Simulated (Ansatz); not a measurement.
# HfS2: elastic constants, part 2 of 2

Aim: for HfS2, relax to small forces and stress and compute the elastic constants.

Ansatz 0.2.0; DFT PBE+D3(BJ), scalar-relativistic, plane waves, PAW. The steps go on from the part before.

## (3) Elastic constants, atoms relaxed

The input, input.yaml:

```yaml
crystal:
  lattice:
    - [3.6060528972, 0.0, 0.0]
    - [-1.8030264486, 3.1229334163, 0.0]
    - [0.0, 0.0, 5.7685914368]
  atoms:
    - { symbol: Hf, position: [0.0, 0.0, 0.0] }
    - { symbol: S, position: [0.6666666667, 0.3333333333, 0.7475704891] }
    - { symbol: S, position: [0.3333333333, 0.6666666667, 0.2524295109] }
basis:
  ecutwfc: 420
kpoints:
  mp_grid: { grid: [9, 9, 6] }
hamiltonian:
  xc: pbe
  dispersion: d3bj
scf:
  occupations: { method: fixed }
output:
  forces: true
  stress: true
  eigenvalues: true
elastic:
  mode: relaxed_ion
  stencil: two_point
```

Run with:

```
$ ansatz run input.yaml --threads 1 --pin off --max-ram 2560MiB --backend cpu --events-out ev --progress --plain --runs-dir out
```

What it wrote:

```text
Warning: RAYON_NUM_THREADS=1 ignored (pool sized by the plan → 1); use --threads N
Engine: ansatz 0.2.0, aarch64-unknown-linux-gnu
Pseudopotentials: kind: paw
Pseudopotential: Hf, paw, valence charge 26, recommended cutoff 420 eV (normal), Hf.paw.azcp
Pseudopotential: S, paw, valence charge 6, recommended cutoff 420 eV (normal), S.paw.azcp
Functional definition: PBE
  parameter kappa = 0.804
  parameter beta = 0.06672455060314922
  exchange = pbe_x(kappa = kappa, mu = beta*pi^2/3)
  correlation = pbe_c(beta = beta)
Crystal: 3 atoms, lattice volume = 64.963 Å³
Basis set: ecut = 420 eV, 1243 PW (Γ), exchange–correlation on 50×50×80 points (8 copies of the dense FFT grid, shifted against one another)
Bands: 23, of which v1, the nominal top of the filled ones, is band 19 counted from 1 (18 counted from 0)
Symmetry: 12 space group operations
Space group: P-3m1 (ITA 164), of the structure as read, at distance tolerance 4.0e-5 Å
k-points: 62 of 486
Non-local potential: Hf, projectors of the file, l = 0: 3, l = 1: 2, l = 2: 2, l = 3: 3
Non-local potential: S, projectors of the file, l = 0: 2, l = 1: 2, l = 2: 2
PAW form: soft (Blöchl's): semilocal exchange-correlation on the pseudo side does not see the compensation charge
PAW one-centre angular grid: Hf, 590 points (default); XC on 64 Gauss nodes
PAW one-centre angular grid: S, 110 points (default); XC on 64 Gauss nodes
Initial density: superposition of atomic densities (neutral atoms: chi_scale 0, normalization atom), corrected by the library's trained network
Initial wavefunctions: pseudopotential atomic-orbital guess
Functional: x = pbe(κ = 0.804, μ = 0.2195149727645171), c = pbe(β = 0.06672455060314922)
SCF iter   1: F=—  HF=-17531.163378 eV  |F-HF|=—  |Δ(HF+E_count)|=         —  Δρ=1.40e-3  dr2=5.36e-4  ethr=1.77e-3  ⟨swp⟩=4.9  Hψ=5359  notcnv=0  defer=114
preconditioner: auto → Resta (q_TF=auto, 2.495 Å⁻¹)  ε∞=5.6  [insulator: Δε(μ)=0.886 eV  Ē_g=11.755 eV  n_scr=22 (ndim 8)  ℏωp=25.2 eV  f_vac=0.046  ε∞_Penn≈5.6]
SCF iter   2: F=—  HF=-17531.163063 eV  |F-HF|=—  |Δ(HF+E_count)|=   3.16e-4  Δρ=8.47e-4  dr2=2.30e-4  ethr=1.41e-6  ⟨swp⟩=2.8  Hψ=3356  notcnv=0  defer=120
SCF iter   3: F=—  HF=-17531.163391 eV  |F-HF|=—  |Δ(HF+E_count)|=   3.29e-4  Δρ=1.99e-4  dr2=8.20e-5  ethr=6.05e-7  ⟨swp⟩=2.0  Hψ=2272  notcnv=0  defer=119
SCF iter   4: F=—  HF=-17531.163477 eV  |F-HF|=—  |Δ(HF+E_count)|=   8.61e-5  Δρ=9.01e-5  dr2=1.56e-5  ethr=2.16e-7  ⟨swp⟩=2.0  Hψ=1584  notcnv=0
SCF iter   5: F=—  HF=-17531.163480 eV  |F-HF|=—  |Δ(HF+E_count)|=   2.08e-6  Δρ=3.48e-5  dr2=1.07e-6  ethr=4.10e-8  ⟨swp⟩=2.0  Hψ=1798  notcnv=0
SCF iter   6: F=—  HF=-17531.163480 eV  |F-HF|=—  |Δ(HF+E_count)|=   6.15e-7  Δρ=1.64e-5  dr2=1.74e-7  ethr=2.83e-9  ⟨swp⟩=2.0  Hψ=2604  notcnv=0
SCF iter   7: F=—  HF=-17531.163480 eV  |F-HF|=—  |Δ(HF+E_count)|=   6.51e-8  Δρ=8.36e-6  dr2=6.20e-8  ethr=4.59e-10  ⟨swp⟩=2.0  Hψ=2598  notcnv=0
SCF iter   8: F=—  HF=-17531.163480 eV  |F-HF|=—  |Δ(HF+E_count)|=   6.59e-8  Δρ=2.00e-6  dr2=3.77e-9  ethr=1.63e-10  ⟨swp⟩=2.4  Hψ=2409  notcnv=0
SCF iter   9: F=—  HF=-17531.163480 eV  |F-HF|=—  |Δ(HF+E_count)|=   4.79e-9  Δρ=4.13e-7  dr2=2.27e-10  ethr=9.93e-12  ⟨swp⟩=2.0  Hψ=2141  notcnv=0
SCF iter  10: F=—  HF=-17531.163480 eV  |F-HF|=—  |Δ(HF+E_count)|=  8.73e-11  Δρ=7.06e-8  dr2=3.63e-12  ethr=5.98e-13 (applied; sched 1.00e-12)  ⟨swp⟩=2.0  Hψ=2330  notcnv=0
SCF iter  11: F=—  HF=-17531.163480 eV  |F-HF|=—  |Δ(HF+E_count)|=  7.28e-12  Δρ=1.85e-8  dr2=2.66e-13  ethr=9.56e-15 (applied; sched 1.00e-12)  ⟨swp⟩=2.0  Hψ=2538  notcnv=0
SCF iter  12: F=-17531.163480 eV  HF=-17531.163480 eV  |F-HF|=0.00e0  |Δ(HF+E_count)|=  7.28e-12  Δρ=5.07e-9  dr2=2.44e-14  ethr=1.00e-12  ⟨swp⟩=5.7  Hψ=6180  notcnv=0
SCF 1 converged in 12 iterations: F = -17531.163480 eV  dr2 = 2.44e-14
relax step   1: F+E_penalty+E_count = -17531.16348029 eV  Δ(F+E_penalty+E_count) = +0.000e0 eV  max|allowed force component| = 9.288e-4 eV/Å  Δτ_max = 0.0000 Å  (12 SCF iters, accepted)
[... from here on, the SCF cycles and remarks between the steps are left out ...]
relax step   2: F+E_penalty+E_count = -17531.16348026 eV  Δ(F+E_penalty+E_count) = +2.977e-8 eV  max|allowed force component| = 1.117e-3 eV/Å  Δτ_max = 0.0002 Å  (10 SCF iters, rejected (line search))
relax step   3: F+E_penalty+E_count = -17531.16348036 eV  Δ(F+E_penalty+E_count) = -6.681e-8 eV  max|allowed force component| = 2.834e-8 eV/Å  Δτ_max = 0.0001 Å  (8 SCF iters, accepted)
relax step   1: F+E_penalty+E_count = -17531.16332154 eV  Δ(F+E_penalty+E_count) = +0.000e0 eV  max|allowed force component| = 2.012e-2 eV/Å  Δτ_max = 0.0000 Å  (11 SCF iters, accepted)
relax step   2: F+E_penalty+E_count = -17531.16335845 eV  Δ(F+E_penalty+E_count) = -3.690e-5 eV  max|allowed force component| = 2.900e-3 eV/Å  Δτ_max = 0.0017 Å  (9 SCF iters, accepted)
relax step   3: F+E_penalty+E_count = -17531.16335939 eV  Δ(F+E_penalty+E_count) = -9.402e-7 eV  max|allowed force component| = 1.009e-3 eV/Å  Δτ_max = 0.0002 Å  (8 SCF iters, accepted)
relax step   4: F+E_penalty+E_count = -17531.16335953 eV  Δ(F+E_penalty+E_count) = -1.407e-7 eV  max|allowed force component| = 1.131e-5 eV/Å  Δτ_max = 0.0001 Å  (8 SCF iters, accepted)
relax step   1: F+E_penalty+E_count = -17531.16332653 eV  Δ(F+E_penalty+E_count) = +0.000e0 eV  max|allowed force component| = 1.991e-2 eV/Å  Δτ_max = 0.0000 Å  (11 SCF iters, accepted)
relax step   2: F+E_penalty+E_count = -17531.16336400 eV  Δ(F+E_penalty+E_count) = -3.747e-5 eV  max|allowed force component| = 8.294e-4 eV/Å  Δτ_max = 0.0017 Å  (9 SCF iters, accepted)
relax step   3: F+E_penalty+E_count = -17531.16336406 eV  Δ(F+E_penalty+E_count) = -6.046e-8 eV  max|allowed force component| = 9.294e-7 eV/Å  Δτ_max = 0.0001 Å  (8 SCF iters, accepted)
relax step   1: F+E_penalty+E_count = -17531.16337122 eV  Δ(F+E_penalty+E_count) = +0.000e0 eV  max|allowed force component| = 3.234e-2 eV/Å  Δτ_max = 0.0000 Å  (12 SCF iters, accepted)
relax step   2: F+E_penalty+E_count = -17531.16345197 eV  Δ(F+E_penalty+E_count) = -8.075e-5 eV  max|allowed force component| = 9.486e-5 eV/Å  Δτ_max = 0.0025 Å  (10 SCF iters, accepted)
relax step   3: F+E_penalty+E_count = -17531.16345197 eV  Δ(F+E_penalty+E_count) = -7.058e-10 eV  max|allowed force component| = 8.393e-8 eV/Å  Δτ_max = 0.0000 Å  (8 SCF iters, accepted)
relax step   1: F+E_penalty+E_count = -17531.16335664 eV  Δ(F+E_penalty+E_count) = +0.000e0 eV  max|allowed force component| = 3.231e-2 eV/Å  Δτ_max = 0.0000 Å  (12 SCF iters, accepted)
relax step   2: F+E_penalty+E_count = -17531.16343778 eV  Δ(F+E_penalty+E_count) = -8.114e-5 eV  max|allowed force component| = 1.614e-4 eV/Å  Δτ_max = 0.0025 Å  (10 SCF iters, accepted)
relax step   3: F+E_penalty+E_count = -17531.16343778 eV  Δ(F+E_penalty+E_count) = -2.023e-9 eV  max|allowed force component| = 1.609e-7 eV/Å  Δτ_max = 0.0000 Å  (7 SCF iters, accepted)
relax step   1: F+E_penalty+E_count = -17531.16341010 eV  Δ(F+E_penalty+E_count) = +0.000e0 eV  max|allowed force component| = 2.165e-2 eV/Å  Δτ_max = 0.0000 Å  (11 SCF iters, accepted)
relax step   2: F+E_penalty+E_count = -17531.16345999 eV  Δ(F+E_penalty+E_count) = -4.989e-5 eV  max|allowed force component| = 8.834e-3 eV/Å  Δτ_max = 0.0016 Å  (9 SCF iters, accepted)
relax step   3: F+E_penalty+E_count = -17531.16346999 eV  Δ(F+E_penalty+E_count) = -9.997e-6 eV  max|allowed force component| = 3.574e-5 eV/Å  Δτ_max = 0.0011 Å  (9 SCF iters, accepted)
relax step   1: F+E_penalty+E_count = -17531.16341011 eV  Δ(F+E_penalty+E_count) = +0.000e0 eV  max|allowed force component| = 2.153e-2 eV/Å  Δτ_max = 0.0000 Å  (11 SCF iters, accepted)
relax step   2: F+E_penalty+E_count = -17531.16346984 eV  Δ(F+E_penalty+E_count) = -5.973e-5 eV  max|allowed force component| = 1.982e-4 eV/Å  Δτ_max = 0.0028 Å  (9 SCF iters, accepted)
relax step   3: F+E_penalty+E_count = -17531.16346985 eV  Δ(F+E_penalty+E_count) = -4.322e-9 eV  max|allowed force component| = 7.560e-7 eV/Å  Δτ_max = 0.0000 Å  (8 SCF iters, accepted)
iter 1 solved again at ethr=1.00e-12 eV; its pass at ethr=3.10e-3 eV (dr2=3.14e-10 eV) is discarded
SCF iter   1: F=—  HF=-17531.163373 eV  |F-HF|=—  |Δ(HF+E_count)|=         —  Δρ=8.51e-7  dr2=3.01e-10  ethr=1.00e-12  ⟨swp⟩=2.0  Hψ=13948  notcnv=0  defer=11
SCF iter   2: F=—  HF=-17531.163470 eV  |F-HF|=—  |Δ(HF+E_count)|=   9.68e-5  Δρ=4.43e-7  dr2=1.44e-10  ethr=7.91e-13 (applied; sched 1.00e-12)  ⟨swp⟩=3.0  Hψ=7407  notcnv=0  defer=11
SCF iter   3: F=—  HF=-17531.163470 eV  |F-HF|=—  |Δ(HF+E_count)|=  1.46e-11  Δρ=2.85e-7  dr2=4.34e-11  ethr=3.78e-13 (applied; sched 1.00e-12)  ⟨swp⟩=1.1  Hψ=3241  notcnv=0  defer=11
SCF iter   4: F=—  HF=-17531.163470 eV  |F-HF|=—  |Δ(HF+E_count)|=  3.64e-12  Δρ=1.93e-7  dr2=1.71e-11  ethr=1.14e-13 (applied; sched 1.00e-12)  ⟨swp⟩=1.0  Hψ=3220  notcnv=0  defer=11
SCF iter   5: F=—  HF=-17531.163470 eV  |F-HF|=—  |Δ(HF+E_count)|=  3.64e-12  Δρ=1.40e-7  dr2=7.87e-12  ethr=4.50e-14 (applied; sched 1.00e-12)  ⟨swp⟩=1.0  Hψ=3220  notcnv=0  defer=11
SCF iter   6: F=—  HF=-17531.163470 eV  |F-HF|=—  |Δ(HF+E_count)|=  7.28e-12  Δρ=9.47e-8  dr2=3.79e-12  ethr=2.07e-14 (applied; sched 1.00e-12)  ⟨swp⟩=1.0  Hψ=3220  notcnv=0  defer=11
SCF iter   7: F=—  HF=-17531.163470 eV  |F-HF|=—  |Δ(HF+E_count)|=  3.64e-12  Δρ=7.01e-8  dr2=2.04e-12  ethr=9.98e-15 (applied; sched 1.00e-12)  ⟨swp⟩=1.0  Hψ=3220  notcnv=0  defer=11
SCF iter   8: F=—  HF=-17531.163470 eV  |F-HF|=—  |Δ(HF+E_count)|=    0.00e0  Δρ=5.50e-8  dr2=1.26e-12  ethr=5.37e-15 (applied; sched 1.00e-12)  ⟨swp⟩=1.0  Hψ=3220  notcnv=0  defer=11
SCF iter   9: F=—  HF=-17531.163470 eV  |F-HF|=—  |Δ(HF+E_count)|=    0.00e0  Δρ=3.71e-8  dr2=5.72e-13  ethr=3.32e-15 (applied; sched 1.00e-12)  ⟨swp⟩=1.0  Hψ=3220  notcnv=0  defer=11
SCF iter  10: F=-17531.163470 eV  HF=-17531.163470 eV  |F-HF|=0.00e0  |Δ(HF+E_count)|=  3.64e-12  Δρ=6.55e-10  dr2=1.94e-16  ethr=1.00e-12  ⟨swp⟩=3.0  Hψ=12200  notcnv=0
SCF 29 converged in 10 iterations: F = -17531.163470 eV  dr2 = 1.94e-16
SCF converged after 10 iterations
Free energy (F): -17531.163480 eV
Harris-Foulkes:  -17531.163480 eV  (|F-HF|=1.09e-11)
Internal energy: -17531.163480 eV  (E = F + TS)
E sigma→0 (E₀):  -17531.163480 eV
Fermi energy:    9.661822 eV
--- Per-component energies (eV) ---
  E_band       = -190.595822
  E_kinetic    = 635.147936
  E_local      = -8013.894446  (includes V_loc(G=0)·N_el)
  E_nonlocal   = -1186.765694
  E_hartree    = 3700.610900
  E_xc         = -494.423243
  E_vxc        = -441.241740  (∫ρ·V_xc dr)
  E_paw        = -8127.521817  (= ΣΔE_a)
  E_vpaw       = 1414.936320  (= ΣTr[D̂ρ^β])
  E_aug_tail   = 0.000002  (compensation charges beyond the density's cutoff)
  E_ewald      = -4043.294729
  E_disp       = -1.022388  (pairwise vdW)
  E_smearing   = -0.000000  (= −TS)
  E_closure    = -0.000000  (closes the sum)
  Σ components = -17531.163480   (vs F -17531.163480, Δ=0.00e0)
--- Forces (eV/Å), atoms counted from 1 ---
  atom   1  Hf     0.00000000     0.00000000     0.00000000
  atom   2  S     -0.00000000     0.00000000     0.00000004
  atom   3  S     -0.00000000    -0.00000000    -0.00000004
  max |Σ_I F_I| component: 1.85e-17 eV/Å
--- Stress (GPa, compression-positive) ---
        0.000464       0.000000       0.000000
        0.000000       0.000464       0.000000
        0.000000       0.000000      -0.008826
  P = ⅓ Tr σ = -0.0026 GPa (-0.026 kbar)
--- Band table (eV; the first three rows and the last of 62) ---
  k-point 0: bands = ["-52.4546", "-21.1461", "-21.0307", "-21.0307", "-3.6881", "-2.5853", "-2.4123", "-2.3932", "-2.3932", "-2.3834", "-2.3834", "-2.3723", "-1.6850", "4.5841", "6.7544", "6.7544", "9.4850", "9.4850", "9.6618", "11.5129", "11.5129", "12.0660", "14.8205"]
  k-point 1: bands = ["-52.4546", "-21.1462", "-21.0307", "-21.0307", "-3.6274", "-2.6036", "-2.4123", "-2.3933", "-2.3933", "-2.3834", "-2.3834", "-2.3723", "-1.7819", "4.8273", "6.7677", "6.7677", "9.1579", "9.4392", "9.4392", "11.4989", "11.4989", "12.2043", "14.9458"]
  k-point 2: bands = ["-52.4546", "-21.1464", "-21.0307", "-21.0307", "-3.4777", "-2.6670", "-2.4123", "-2.3933", "-2.3933", "-2.3833", "-2.3833", "-2.3723", "-1.9712", "5.4412", "6.7954", "6.7954", "8.1787", "9.3495", "9.3495", "11.4706", "11.4706", "12.3380", "15.2170"]
  k-point 61: bands = ["-52.4465", "-21.1746", "-21.1746", "-21.0996", "-2.5064", "-2.5064", "-2.3999", "-2.3994", "-2.3916", "-2.3916", "-2.3766", "-1.9158", "-1.9158", "5.7227", "5.7227", "5.8126", "7.1945", "7.6992", "7.6992", "12.3674", "12.8138", "12.8138", "15.8888"]
--- Elastic constants: 3 strain directions × 2 members + reference (group order 12) ---
  dense FFT box of the reference and of every strained cell: 25×25×40
  strains applied: 11, 33, 23; error gains: componentwise 1.00 (the most a stress slope's error grows in a printed constant), spectral 1.41 (1 for all six strains in a standard setting)
  pairwise dispersion correction: d3bj (s6 = 1.0, s8 = 0.7875, a1 = 0.4289, a2_bohr = 4.4407), with the weights of each atom's references fixed at the reference crystal's, and the forces and stress that the weights' published response gives there kept as a pressure on the atom's counted neighbours (hamiltonian.dispersion)
  reference relaxed by the batch: 3 steps; max|allowed force component| 9.29e-4 eV/Å at the deck's positions, 2.83e-8 at the last accepted step, 3.87e-8 by the solve of record
  largest displacement 7.2e-5 Å; the constants are those of the deck's cell at these positions:
  atoms:
    - { symbol: Hf, position: [3.1369575373490144e-36, 5.995747077359136e-36, 0.0] }
    - { symbol: S, position: [0.6666666666666666, 0.3333333333333334, 0.7475580183328339] }
    - { symbol: S, position: [0.3333333333333334, 0.6666666666666669, 0.25244198166716647] }
  C = ∂σ_k/∂η_j (tension-positive GPa; Voigt order 11 22 33 23 13 12):
       144.386     26.079      7.966     -3.513     -0.000      0.000
        26.079    144.386      7.966      3.513      0.000     -0.000
         7.961      7.961     42.957     -0.000     -0.000      0.000
        -3.511      3.511     -0.000     12.022     -0.000      0.000
         0.000      0.000      0.000     -0.000     12.022     -3.511
         0.000     -0.000      0.000      0.000     -3.513     59.153
  reference stress σ⁰ (GPa):     -0.000     -0.000      0.009     -0.000     -0.000     -0.000
  C* (energy form; C + prestress term) asymmetry max|C*_kj − C*_jk| = 5.125e-3 GPa — a small one proves nothing (zero by symmetry where the batch's group is 432, −43m or m−3m); a large one is finite-difference/SCF noise where every solve meets its electron count
  moduli (Voigt/Reuss/Hill, GPa): K = 46.19/32.05/39.12   G = 35.95/20.64/28.30   E = 68.40   ν = 0.209
  mechanically stable: yes (min eigenvalue of sym C = 11.76 GPa)
  strain η (Voigt 11):  stress-route row diagonal C_11 = 144.39 GPa, energy-path curvature d²(F+E_count+ΔE)/dδ²/Ω₀ = 144.41 GPa
         δ    σ_11 (GPa)             F (eV)   n_scf  n_hpsi   n_pw
    -2.000e-3      -0.2909      -17531.1633595      10   58432   1292   relax 4 steps, max|allowed force component| 1.13e-5 eV/Å
     2.000e-3       0.2866      -17531.1633641      10   59214   1298   relax 3 steps, max|allowed force component| 9.29e-7 eV/Å
  strain η (Voigt 33):  stress-route row diagonal C_33 = 42.96 GPa, energy-path curvature d²(F+E_count+ΔE)/dδ²/Ω₀ = 43.01 GPa
         δ    σ_33 (GPa)             F (eV)   n_scf  n_hpsi   n_pw
    -2.000e-3      -0.0785      -17531.1634520      10   26151   1296   relax 3 steps, max|allowed force component| 8.39e-8 eV/Å
     2.000e-3       0.0933      -17531.1634378      10   25877   1296   relax 3 steps, max|allowed force component| 1.61e-7 eV/Å
  strain η (Voigt 23):  stress-route row diagonal C_44 = 12.02 GPa, energy-path curvature d²(F+E_count+ΔE)/dδ²/Ω₀ = 12.05 GPa
         δ    σ_23 (GPa)             F (eV)   n_scf  n_hpsi   n_pw
    -2.000e-3      -0.0242      -17531.1634700      10   58483   1298   relax 3 steps, max|allowed force component| 3.57e-5 eV/Å
     2.000e-3       0.0239      -17531.1634698      10   59210   1298   relax 3 steps, max|allowed force component| 7.56e-7 eV/Å
```

Wall time 4.6 min (1 thread of an Arm CPU, shared host); peak memory 0.48 GiB.

What follows for a polycrystal (Hill averages; density 6.201 g/cm³):

| quantity | value |
| --- | --- |
| bulk modulus B | 39.1 GPa |
| shear modulus G | 28.3 GPa |
| B/G | 1.38 |
| universal anisotropy index | 4.15 |
| sound speeds v_l, v_t | 3520, 2136 m/s |
| Debye temperature Θ | 252 K |

Young's modulus by Cartesian direction:

```
direction  E (GPa)
(1, 0, 0)      137
(0, 1, 0)      137
(0, 0, 1)       42
(1, 1, 0)      137
(1, 0, 1)       35
(0, 1, 1)       37
(1, 1, 1)       40
```

## (4) What came out

What follows sums up all 2 parts.

| quantity | value |
| --- | --- |
| C11, C12, C44 (relaxed-ion) | 144, 26, 12 GPa |
| C33, C13, C66 (relaxed-ion) | 43, 8, 59 GPa |
| B, G, E (Hill) (relaxed-ion) | 39, 28, 68 GPa |
| Poisson ratio (relaxed-ion) | 0.21 |
| Debye temperature | 252 K |

What this shows: The tensor is positive definite (least eigenvalue 12 GPa), so the crystal resists every homogeneous strain. B/G = 1.38 lies under 1.75, which by Pugh's rule of thumb suggests brittle behaviour; Young's modulus ranges from about 33 to 139 GPa with direction. These runs have no spin-orbit coupling; with Hf it would split and shift bands. Measured lattice constant a of HfS2: 3.63 Å (quoted in “Stress-Tuned Optical Transitions in Layered 1T-MX2 (M=Hf, Zr, Sn; X=S, Se) Crystals”, 2022, pmc:9565717). This calculation gives 3.606 Å (-0.7 %). That is the cell relaxed with PBE+D3(BJ). Against the measured lattice constant c of HfS2, 5.86 Å (quoted in “Stress-Tuned Optical Transitions in Layered 1T-MX2 (M=Hf, Zr, Sn; X=S, Se) Crystals”, 2022, pmc:9565717), the calculated 5.769 Å is off by -1.6 %. The calculation is for a static lattice.
